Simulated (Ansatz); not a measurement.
# SnSe: how much relativity matters

What happens to SnSe at a fixed cell under these changes: no relativity; spin-orbit coupling on; point nuclei; inner shells corrected to Dirac's equation?

Computed with Ansatz 0.2.0 (DFT, at the level named in each step, unless a step's input says otherwise).

## (1) The starting structure

It takes space group Fm-3m (No. 225, cubic). Conventional cell: a = 6.021 Å, b = 6.021 Å, c = 6.021 Å, α = 90.00°, β = 90.00°, γ = 90.00°. Around Sn (site symmetry m-3m) lie 6 Se at 3.01 Å. Around Se (site symmetry m-3m) lie 6 Sn at 3.01 Å.

As a file:

```cif
data_structure
_symmetry_space_group_name_H-M 'P 1'
_symmetry_Int_Tables_number 1
_cell_length_a 4.2574
_cell_length_b 4.2574
_cell_length_c 4.2574
_cell_angle_alpha 60.000
_cell_angle_beta 60.000
_cell_angle_gamma 60.000
_cell_volume 54.57
loop_
_atom_site_label
_atom_site_type_symbol
_atom_site_fract_x
_atom_site_fract_y
_atom_site_fract_z
_atom_site_occupancy
Sn1 Sn 0.00000 0.00000 0.00000 1
Se1 Se 0.50000 0.50000 0.50000 1
```

The cell is one relaxed in the Materials Project, used as it stands.

Atoms are numbered in the order of the input: Sn1, Se2.

## (2) No relativity, LAPW

File input.yaml:

```yaml
crystal:
  lattice:
    - [0.0, 3.0104337128, 3.0104337128]
    - [3.0104337128, 0.0, 3.0104337128]
    - [3.0104337128, 3.0104337128, 0.0]
  atoms:
    - { symbol: Sn, position: [0.0, 0.0, 0.0] }
    - { symbol: Se, position: [0.5, 0.5, 0.5] }
kpoints:
  mp_grid: { grid: [11, 11, 11] }
  band_path:
    path:
      - [0.0, 0.0, 0.0]
      - [0.5, 0.0, 0.5]
      - [0.625, 0.25, 0.625]
      - [0.375, 0.375, 0.75]
      - [0.0, 0.0, 0.0]
      - [0.5, 0.5, 0.5]
      - [0.5, 0.25, 0.75]
      - [0.5, 0.0, 0.5]
    npoints: 5
scf:
  occupations: { method: fermi_dirac, width: 0.05 }
hamiltonian:
  xc: pbesol
  pseudopotentials:
    kind: all_electron
    lapw: { basis_error: 0.001 }
    relativity: none
output:
  forces: true
  stress: true
  eigenvalues: true
```

## (3) Spin-orbit coupling on, LAPW

Edit input.yaml of step 2 so:

```diff
@@ -25,6 +25,3 @@
   xc: pbesol
-  pseudopotentials:
-    kind: all_electron
-    lapw: { basis_error: 0.001 }
-    relativity: none
+  pseudopotentials: { kind: all_electron, lapw: { basis_error: 0.001 } }
 output:
@@ -33 +30,4 @@
   eigenvalues: true
+magnetization:
+  noncollinear: true
+  spin_orbit: true
```

## (4) Spin-orbit coupling on, PAW

Edit input.yaml of step 3 so:

```diff
@@ -25,3 +25,3 @@
   xc: pbesol
-  pseudopotentials: { kind: all_electron, lapw: { basis_error: 0.001 } }
+  pseudopotentials: { kind: paw_fr }
 output:
@@ -30,2 +30,3 @@
   eigenvalues: true
+  efg: { contact_densities: true }
 magnetization:
```

## (5) Point nuclei, LAPW

File input.yaml:

```yaml
crystal:
  lattice:
    - [0.0, 3.0104337128, 3.0104337128]
    - [3.0104337128, 0.0, 3.0104337128]
    - [3.0104337128, 3.0104337128, 0.0]
  atoms:
    - { symbol: Sn, position: [0.0, 0.0, 0.0] }
    - { symbol: Se, position: [0.5, 0.5, 0.5] }
kpoints:
  mp_grid: { grid: [11, 11, 11] }
scf:
  occupations: { method: fermi_dirac, width: 0.05 }
hamiltonian:
  xc: pbesol
  pseudopotentials:
    kind: all_electron
    lapw: { basis_error: 0.001 }
    nuclear_model: point
output:
  forces: true
  stress: true
  eigenvalues: true
```

## (6) Point nuclei, crystal datasets

Edit input.yaml of step 5 so:

```diff
@@ -14,6 +14,3 @@
   xc: pbesol
-  pseudopotentials:
-    kind: all_electron
-    lapw: { basis_error: 0.001 }
-    nuclear_model: point
+  pseudopotentials: { kind: all_electron, datasets: crystal, nuclear_model: point }
 output:
@@ -22 +19,2 @@
   eigenvalues: true
+  efg: { contact_densities: true }
```

## (7) Inner shells corrected to Dirac's equation, LAPW

Edit input.yaml of step 6 so:

```diff
@@ -14,3 +14,6 @@
   xc: pbesol
-  pseudopotentials: { kind: all_electron, datasets: crystal, nuclear_model: point }
+  pseudopotentials:
+    kind: all_electron
+    lapw: { basis_error: 0.001 }
+    dirac_shells: { Sn: ["3p", "3d"], Se: ["3p"] }
 output:
@@ -19,2 +22 @@
   eigenvalues: true
-  efg: { contact_densities: true }
```

(Steps that only read results are left out.)

**Question.** What will these runs give? Wanted: pressure, no relativity, LAPW; pressure, spin-orbit coupling on, LAPW; pressure, point nuclei, LAPW; pressure, inner shells corrected to Dirac's equation, LAPW.

**Answer**, as computed:

| quantity | value |
| --- | --- |
| pressure, no relativity, LAPW | -1.42 GPa |
| pressure, spin-orbit coupling on, LAPW | -1.88 GPa |
| pressure, point nuclei, LAPW | -1.82 GPa |
| pressure, inner shells corrected to Dirac's equation, LAPW | -1.82 GPa |

Going from no relativity to the scalar-relativistic run with point nuclei moves the pressure by -0.40 GPa and the gap from 0.14 to 0.45 eV; the heaviest element has Z = 50. From that run, spin-orbit coupling moves the pressure by -0.06 GPa. With spin-orbit coupling: in pressure, PAW differs from LAPW by less than 0.01 GPa and less than 0.01 eV in the gap.
